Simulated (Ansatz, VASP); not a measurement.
## Two plane-wave programs on LiF

Contents of INCAR:

```
ALGO = Normal ; EDIFF = 1E-6
ENCUT = 520 ; GGA = PE
ISIF = 2 ; ISMEAR = -1
LASPH = T ; LCHARG = T
LELF = T ; LREAL = F
LVHAR = T ; LWAVE = F
NBANDS = 12 ; NELM = 100
PREC = Accurate ; SIGMA = 0.02
```

File KPOINTS:

```
k-points
0
Gamma
  10 10 10
```

Contents of POSCAR:

```
LiF
1.0
    0.0000000000      1.9948717406      1.9948717406
    2.0048460993      0.0000000000      1.9948717406
    2.0048460993      1.9948717406      0.0000000000
Li F
1 1
Direct
    0.0000000000      0.0000000000      0.0000000000
    0.5000000000      0.5000000000      0.5000000000
```

Input for Ansatz:

```yaml
crystal:
  lattice:
    - [0.0, 1.9948717406, 1.9948717406]
    - [2.0048460993, 0.0, 1.9948717406]
    - [2.0048460993, 1.9948717406, 0.0]
  atoms:
    - { symbol: Li, position: [0.0, 0.0, 0.0] }
    - { symbol: F, position: [0.5, 0.5, 0.5] }
kpoints:
  mp_grid: { grid: [10, 10, 10] }
  band_path:
    path:
      - [0.0, 0.0, 0.0]
      - [0.5, 0.0, 0.5]
      - [0.625, 0.25, 0.625]
      - [0.375, 0.375, 0.75]
      - [0.5, 0.5, 0.5]
      - [0.5, 0.25, 0.75]
    npoints: 1
hamiltonian:
  xc: pbe
scf:
  occupations: { method: fermi_dirac, width: 0.02 }
  n_extra_bands: 4
output:
  forces: true
  stress: true
  eigenvalues: true
```

Change from the starting cell: uniaxial_x strain +0.5%.

Alike in both runs: task single point; functional PBE; k mesh 10 × 10 × 10; occupations fermi-dirac, width 0.02 eV; no spin polarisation.

|  | VASP | Ansatz |
| --- | --- | --- |
| version | VASP 6.6.1 | Ansatz 0.2.0 |
| potentials or method | VASP PAW PBE potentials, release 64 (Li_sv, F) | plane waves, PAW |
| plane-wave cutoff (eV) | 520 | 420 |
| valence electrons in the cell | 10 | 10 |

```csv
,VASP,Ansatz,Ansatz less VASP
gap on the k mesh at the Fermi level (eV),9.30,9.29,-0.004
```

 A k mesh can miss the band edges.
